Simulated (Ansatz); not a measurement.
A plane-wave DFT run in Ansatz 0.2.0 (scalar-relativistic PAW potentials unless the input names others): input and command.

```yaml
crystal:
  lattice:
    - [1.914074065, 1.1050911767, 9.4059806254]
    - [-1.914074065, 1.1050911767, 9.4059806254]
    - [0.0, -2.2101823533, 9.4059806254]
  atoms:
    - { symbol: Zn, position: [0.9999739, 0.9999739, 0.9999739] }
    - { symbol: Zn, position: [0.222269585, 0.222269585, 0.222269585] }
    - { symbol: Zn, position: [0.4445495102, 0.4445495102, 0.4445495102] }
    - { symbol: S, position: [0.0832816426, 0.0832816426, 0.0832816426] }
    - { symbol: S, position: [0.527839005, 0.527839005, 0.527839005] }
    - { symbol: S, position: [0.3054123571, 0.3054123571, 0.3054123571] }
kpoints:
  mp_grid: { grid: [12, 12, 12] }
hamiltonian:
  xc: pbe
scf:
  occupations: { method: gaussian, width: 0.02 }
output:
  forces: true
  eigenvalues: true
  stress: true
accuracy: low
```

```bash
ansatz run input.yaml --threads 1 --pin off --max-ram 2560MiB --backend cpu --events-out ev --progress --plain --runs-dir out
```

Abridged log:
```
Basis set: ecut = 420 eV, 2335 PW (Γ), FFT grids on a1−a3, a2−a3, a3, exchange–correlation on 54×54×144 points (8 copies of the dense FFT grid, shifted against one another)
Bands: 33, of which v1, the nominal top of the filled ones, is band 27 counted from 1 (26 counted from 0)
Symmetry: 6 space group operations
k-points: 189 of 1728 (time reversal used)
SCF iter   1: F=—  HF=-12668.186342 eV  |F-HF|=—  |Δ(HF+E_count)|=         —  Δρ=5.87e-4  dr2=8.62e-4  ethr=1.77e-3  ⟨swp⟩=7.0  Hψ=28105  notcnv=0
SCF iter   2: F=—  HF=-12668.186932 eV  |F-HF|=—  |Δ(HF+E_count)|=   5.90e-4  Δρ=4.75e-4  dr2=3.29e-4  ethr=1.60e-6  ⟨swp⟩=3.0  Hψ=14643  notcnv=0  defer=53
SCF iter   3: F=—  HF=-12668.187066 eV  |F-HF|=—  |Δ(HF+E_count)|=   1.34e-4  Δρ=3.90e-4  dr2=9.80e-5  ethr=6.09e-7  ⟨swp⟩=2.0  Hψ=10752  notcnv=0  defer=12
automatic band count: iteration 3 solves 32 bands in place of 33: the levels show a gap, and the empty bands left out lie too high to hold charge; the band table lists the bands solved (type scf.n_extra_bands for more)
SCF iter   4: F=—  HF=-12668.187001 eV  |F-HF|=—  |Δ(HF+E_count)|=   6.50e-5  Δρ=8.80e-5  dr2=1.06e-5  ethr=1.82e-7  ⟨swp⟩=2.0  Hψ=10508  notcnv=0  defer=12
SCF iter   5: F=—  HF=-12668.187030 eV  |F-HF|=—  |Δ(HF+E_count)|=   2.94e-5  Δρ=3.76e-5  dr2=3.05e-6  ethr=1.96e-8  ⟨swp⟩=2.0  Hψ=7669  notcnv=0  defer=12
SCF iter   6: F=—  HF=-12668.187031 eV  |F-HF|=—  |Δ(HF+E_count)|=   7.59e-7  Δρ=1.21e-5  dr2=3.16e-7  ethr=5.65e-9  ⟨swp⟩=2.2  Hψ=8489  notcnv=0  defer=12
SCF iter   7: F=-12668.187031 eV  HF=-12668.187031 eV  |F-HF|=3.28e-8  |Δ(HF+E_count)|=   1.22e-7  Δρ=6.17e-6  dr2=3.13e-8  ethr=1.85e-10  ⟨swp⟩=6.1  Hψ=25813  notcnv=0
SCF 1 converged in 7 iterations: F = -12668.187031 eV  dr2 = 3.13e-8
SCF converged after 7 iterations
Free energy (F): -12668.187031 eV
Harris-Foulkes:  -12668.187031 eV  (|F-HF|=3.28e-8)
Internal energy: -12668.187031 eV  (E = F + TS)
E sigma→0 (E₀):  -12668.187031 eV
Fermi energy:    6.747641 eV
--- Forces (eV/Å), atoms counted from 1 ---
  atom   1  Zn     0.00000000     0.00000000     0.00109901
  atom   2  Zn     0.00000000     0.00000000     0.00122136
  atom   3  Zn     0.00000000     0.00000000     0.00125152
  atom   4  S      0.00000000     0.00000000    -0.00110916
  atom   5  S      0.00000000     0.00000000    -0.00130342
  atom   6  S      0.00000000     0.00000000    -0.00114820
--- Stress (GPa, compression-positive) ---
        1.002681       0.000000       0.000000
        0.000000       1.002681       0.000000
        0.000000       0.000000       0.996477
  P = ⅓ Tr σ = 1.0006 GPa (10.006 kbar)
```

Apart from outputs, empty bands and the relaxation, which only the reference makes, the input differs from a reference run on usual settings in accuracy: not typed → "low"; basis.ecutwfc: 420 → not typed. The reference, at the same geometry, ended its own course with pressure 1.00 GPa, largest force 0.001 eV/Å, gap on the mesh 2.12 eV. This run converged in 7 SCF iterations with an energy at zero smearing within 0.01 meV/atom of the reference's, pressure 1.00 GPa, largest force 0.001 eV/Å, gap on the mesh 2.12 eV. Its accuracy level is looser than usual, yet energy, pressure and forces hardly moved.

Time: 62 s on 1 thread of Intel(R) Xeon(R) Platinum 8259CL CPU @ 2.50GHz (Skylake/Cascade Lake) (shared host), peak memory 0.79 GiB.